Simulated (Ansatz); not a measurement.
# Hf (P6_3/mmc) in Ansatz: further runs, part 2 of 2

Ansatz 0.2.0. The steps go on from the part before.

## 6. Single point, RPBE, spin-orbit coupling, no magnetisation

File input.yaml:

```yaml
crystal:
  lattice: { a: 3.1967, b: 3.1967, c: 5.0578, alpha: 90.0, beta: 90.0, gamma: 120.0 }
  space_group: 194
  reduce_to_primitive: true
  atoms:
    - { symbol: Hf, wyckoff: "2c", position: [0.6666666667, 0.3333333333, 0.75] }
hamiltonian:
  xc: rpbe
  pseudopotentials: { kind: nc_fr }
magnetization:
  noncollinear: true
  spin_orbit: true
kpoints:
  mp_grid: { grid: [10, 10, 5] }
scf:
  occupations: { method: fermi_dirac, width: 0.01 }
output:
  forces: true
  stress: true
  eigenvalues: true
```

Potentials or basis: PseudoDojo standard (PBE files).

Command:

```console
$ ansatz run input.yaml --threads 1 --pin off --max-ram 2560MiB --backend cpu --events-out ev --progress --plain --runs-dir out
```

Standard output:

```text
Warning: RAYON_NUM_THREADS=1 ignored (pool sized by the plan → 1); use --threads N
crystal.space_group: 194 is read as P63/mmc: the typed cell holds Hf2 (Hf 2c). Least distances (Å): Hf–Hf 3.131
crystal.space_group generates its sites in this order, which a site index counts, at these fractional coordinates of the primitive cell where crystal.reduce_to_primitive is true, and else of the cell that is read (crystal.supercell repeats the list replica by replica, and crystal.defects acts on that): 0: Hf [0.666667, 0.333333, 0.750000]; 1: Hf [0.333333, 0.666667, 0.250000];
Engine: ansatz 0.2.0, aarch64-unknown-linux-gnu
Pseudopotentials: kind: nc_fr
Pseudopotential: Hf, nc_fr, valence charge 12, recommended cutoff 789.130201 eV (normal), Hf.nc_fr.azcp (PseudoDojo's, or run here from an input of PseudoDojo's: the run reads no file of this project's for it)
Functional definition: RPBE
  parameter kappa = 0.804
  parameter beta = 0.06672455060314922
  exchange = rpbe_x(kappa = kappa, mu = beta*pi^2/3)
  correlation = pbe_c(beta = beta)
non-collinear run that drives no moment, with spin-orbit: no starting moment large enough to seed its density (crystal.atoms[].spin), no starting occupations that ask for one, no magnetisation constraint and no magnetic field, so the semilocal B_xc is pinned to zero
Crystal: 2 atoms, lattice volume = 44.761 Å³
Basis set: ecut = 789.130201 eV, 2297 PW (Γ), exchange–correlation on 60×60×96 points (8 copies of the dense FFT grid, shifted against one another)
Bands: 32, of which v1, the nominal top of the filled ones, is band 24 counted from 1 (23 counted from 0)
Symmetry: 24 space group operations + 24 with time reversal
Magnetic group: BNS 194.264 (UNI 1494), of the structure as read, at distance tolerance 3.6e-5 Å
k-points: 42 of 500
Projection manifold: j_resolved (fully-relativistic pseudo-atomic orbitals)
Non-local potential: Hf, projectors of the file, l = 0: 2, l = 1: 4, l = 2: 4, l = 3: 4
Initial density: superposition of atomic densities (chi_scale 0.1, normalization cell)
Initial wavefunctions: pseudopotential atomic-orbital guess
Functional: x = rpbe, c = pbe(β = 0.06672455060314922)
SCF iter   1: F=—  HF=-3078.627508 eV  |F-HF|=—  |Δ(HF+E_count)|=         —  Δρ=3.22e-2  dr2=5.40e-1  dr2_m=0.00e0 (ungated)  ethr=3.10e-3  |M|=0.00e0 ∫|m|=0.00e0 μB  |m|>n=0.0e0 m-floor=0.0e0 τ_xc=0.0e0  β_m=0.30  ⟨swp⟩=6.7  Hψ=3638  notcnv=0
preconditioner: auto → none  [insulator: Δε(μ)=0.037 eV  Ē_g=3.973 eV  σ=0.010 eV  W_gap=0.58  n_scr=8 (ndim 8)  ℏωp=15.7 eV  f_vac=0.000  D(μ)=1.35/eV (n_scr^D=8)  ε∞_Penn≈16.6]
SCF iter   2: F=—  HF=-3078.529959 eV  |F-HF|=—  |Δ(HF+E_count)|=   9.75e-2  Δρ=2.14e-2  dr2=2.14e-1  dr2_m=0.00e0 (ungated)  ethr=2.25e-3  |M|=0.00e0 ∫|m|=0.00e0 μB  |m|>n=0.0e0 m-floor=0.0e0 τ_xc=0.0e0  β_m=0.55  ⟨swp⟩=2.0  Hψ=954  notcnv=0  defer=98
SCF iter   3: F=—  HF=-3078.490303 eV  |F-HF|=—  |Δ(HF+E_count)|=   3.97e-2  Δρ=3.17e-3  dr2=2.50e-3  dr2_m=0.00e0 (ungated)  ethr=8.92e-4  |M|=0.00e0 ∫|m|=0.00e0 μB  |m|>n=0.0e0 m-floor=0.0e0 τ_xc=0.0e0  β_m=0.68  ⟨swp⟩=3.2  Hψ=1212  notcnv=0  defer=98
SCF iter   4: F=—  HF=-3078.490321 eV  |F-HF|=—  |Δ(HF+E_count)|=   1.82e-5  Δρ=9.48e-4  dr2=3.78e-4  dr2_m=0.00e0 (ungated)  ethr=1.04e-5  |M|=0.00e0 ∫|m|=0.00e0 μB  |m|>n=0.0e0 m-floor=0.0e0 τ_xc=0.0e0  β_m=0.69  ⟨swp⟩=3.0  Hψ=1362  notcnv=0  defer=98
SCF iter   5: F=—  HF=-3078.490272 eV  |F-HF|=—  |Δ(HF+E_count)|=   4.84e-5  Δρ=9.79e-5  dr2=3.22e-6  dr2_m=0.00e0 (ungated)  ethr=1.57e-6  |M|=0.00e0 ∫|m|=0.00e0 μB  |m|>n=0.0e0 m-floor=0.0e0 τ_xc=0.0e0  β_m=0.71  ⟨swp⟩=2.7  Hψ=1120  notcnv=0  defer=98
SCF iter   6: F=—  HF=-3078.490443 eV  |F-HF|=—  |Δ(HF+E_count)|=   1.70e-4  Δρ=1.30e-5  dr2=2.96e-8  dr2_m=0.00e0 (ungated)  ethr=4.17e-10  |M|=0.00e0 ∫|m|=0.00e0 μB  |m|>n=0.0e0 m-floor=0.0e0 τ_xc=0.0e0  β_m=0.85  ⟨swp⟩=10.5  Hψ=4226  notcnv=0
SCF iter   7: F=-3078.490443 eV  HF=-3078.490443 eV  |F-HF|=1.75e-10  |Δ(HF+E_count)|=   6.81e-9  Δρ=1.30e-6  dr2=2.27e-10  dr2_m=0.00e0 (ungated)  ethr=1.23e-10  |M|=0.00e0 ∫|m|=0.00e0 μB  |m|>n=0.0e0 m-floor=0.0e0 τ_xc=0.0e0  ⟨swp⟩=2.7  Hψ=2417  notcnv=0
SCF 1 converged in 7 iterations: F = -3078.490443 eV  dr2 = 2.27e-10
SCF converged after 7 iterations
Magnetization: |M| = 0.0000 μB,  M = (+0.0000, +0.0000, +0.0000) μB
Absolute magnetization: 0.0000 μB (∫|m|)
  site 0: m = (+0.0000, +0.0000, +0.0000) μB, |m| = 0.0000 μB  (R = 1.29 Å)
  site 1: m = (+0.0000, +0.0000, +0.0000) μB, |m| = 0.0000 μB  (R = 1.29 Å)
Free energy (F): -3078.490443 eV
Harris-Foulkes:  -3078.490443 eV  (|F-HF|=1.75e-10)
Internal energy: -3078.489796 eV  (E = F + TS)
E sigma→0 (E₀):  -3078.490120 eV
Entropy (-TS):   -0.000646 eV (-0.323 meV/atom)
Fermi energy:    14.711721 eV
--- Per-component energies (eV) ---
  E_band       = -283.225840
  E_kinetic    = 792.516443
  E_local      = -1497.590654  (includes V_loc(G=0)·N_el)
  E_nonlocal   = 144.366904
  E_hartree    = 386.998134
  E_xc         = -779.988149
  E_vxc        = -496.514941  (∫ρ·V_xc dr)
  E_ewald      = -2124.792475
  E_smearing   = -0.000646  (= −TS)
  E_closure    = -0.000000  (closes the sum)
  Σ components = -3078.490443   (vs F -3078.490443, Δ=0.00e0)
--- Forces (eV/Å), atoms counted from 1 ---
  atom   1  Hf    -0.00000000    -0.00000000     0.00000000
  atom   2  Hf     0.00000000     0.00000000    -0.00000000
  max |Σ_I F_I| component: 3.24e-17 eV/Å
--- Stress (GPa, compression-positive) ---
        3.549475      -0.000000      -0.000000
       -0.000000       3.549475       0.000000
       -0.000000       0.000000       3.112018
  P = ⅓ Tr σ = 3.4037 GPa (34.037 kbar)
--- Band table (eV; the first three rows and the last of 42) ---
  k-point 0: bands = ["-47.1405", "-47.1405", "-47.0692", "-47.0692", "-21.4236", "-21.4236", "-21.1859", "-21.1859", "-13.9927", "-13.9927", "-13.4009", "-13.4009", "-13.2485", "-13.2485", "-13.2455", "-13.2455", "7.3387", "7.3387", "11.0219", "11.0219", "15.2174", "15.2174", "15.7503", "15.7503", "16.1317", "16.1317", "16.1647", "16.1647", "16.5222", "16.5222", "16.9855", "16.9855"]
  k-point 1: bands = ["-47.1337", "-47.1337", "-47.0761", "-47.0761", "-21.4006", "-21.4006", "-21.2083", "-21.2083", "-13.9272", "-13.9272", "-13.3865", "-13.3865", "-13.3234", "-13.3234", "-13.2632", "-13.2632", "7.7004", "7.7004", "10.7973", "10.7973", "14.8368", "14.8368", "15.6230", "15.6230", "15.8093", "15.8093", "16.0024", "16.0024", "16.2893", "16.2893", "16.6776", "16.6776"]
  k-point 2: bands = ["-47.1160", "-47.1160", "-47.0939", "-47.0939", "-21.3407", "-21.3407", "-21.2673", "-21.2673", "-13.7504", "-13.7504", "-13.5201", "-13.5201", "-13.3486", "-13.3486", "-13.3016", "-13.3016", "8.6812", "8.6812", "9.9272", "9.9272", "14.6553", "14.6553", "15.1704", "15.1704", "15.5879", "15.5879", "15.8510", "15.8510", "15.8855", "15.8855", "16.1653", "16.1653"]
  k-point 41: bands = ["-47.0666", "-47.0666", "-47.0638", "-47.0638", "-21.4432", "-21.4432", "-21.4342", "-21.4342", "-14.0025", "-14.0025", "-13.8159", "-13.8159", "-13.6879", "-13.6879", "-13.5003", "-13.5003", "12.5369", "12.5369", "12.6927", "12.6927", "13.3871", "13.3871", "13.6749", "13.6749", "14.3254", "14.3254", "14.6823", "14.6823", "16.8616", "16.8616", "17.7786", "17.7786"]
```

Wall time 25 s (1 thread of Arm Neoverse V1, shared host); peak memory 0.47 GiB.

Results:

```yaml
Free_energy: -3078.4904 eV
Pressure: 3.4 GPa
Band_gap_on_the_k_mesh: none (metal or under the smearing width)
```

Stress tensor (GPa, compression positive):
```
3.55 0.00 0.00
0.00 3.55 0.00
0.00 0.00 3.11
```

Caveat: the potentials were made for another functional, which shifts forces and pressure.

## 7. Summary

| task | level | potentials or basis | spin | U | cell | cutoff (eV) | smearing | hubbard projectors | double counting | other keys | gap on the mesh (eV) | pressure (GPa) |
| --- | --- | --- | --- | --- | --- | --- | --- | --- | --- | --- | --- | --- |
| single point | SVWN5 | PseudoDojo standard (LDA files) | off | - | volume scaled by 1.04 | 789 | fermi-dirac 0.1 eV | - | - | - | none | -12.0 |
| electron localisation function | revPBE+U | SPMS NC | off | Hf d U = 4.0 eV | as given | 408 | tetrahedron | all-electron-atomic | fll (the default) | scf.mixing.algorithm = anderson; scf.mixing.beta = 0.05; … | none | 1.3 |
| single point | r2SCAN+rVV10 | JTH PAW | off | - | as given | 1230 | fermi-dirac 0.025 eV | - | - | kpoints.mp_grid.shift = [0.5, 0.5, 0.5]; … | none | -1.4 |
| single point | RPBE | PseudoDojo standard (PBE files) | SOC, no magnetisation | - | as given | 789 | fermi-dirac 0.01 eV | - | - | - | none | 3.4 |

Alike in all rows: k mesh 10 × 10 × 5.

Caveats: the potentials were made for another functional, which shifts forces and pressure (some runs); U without spin polarisation on a metal has little footing (some runs); the U is typed as a test and isn't derived for this compound (some runs); with tetrahedron occupations forces and stress needn't match the slope of the energy (some runs); pairwise dispersion overbinds metals, which lowers pressure and volume (some runs).

Absolute energies hang on the potentials; compare differences alone.
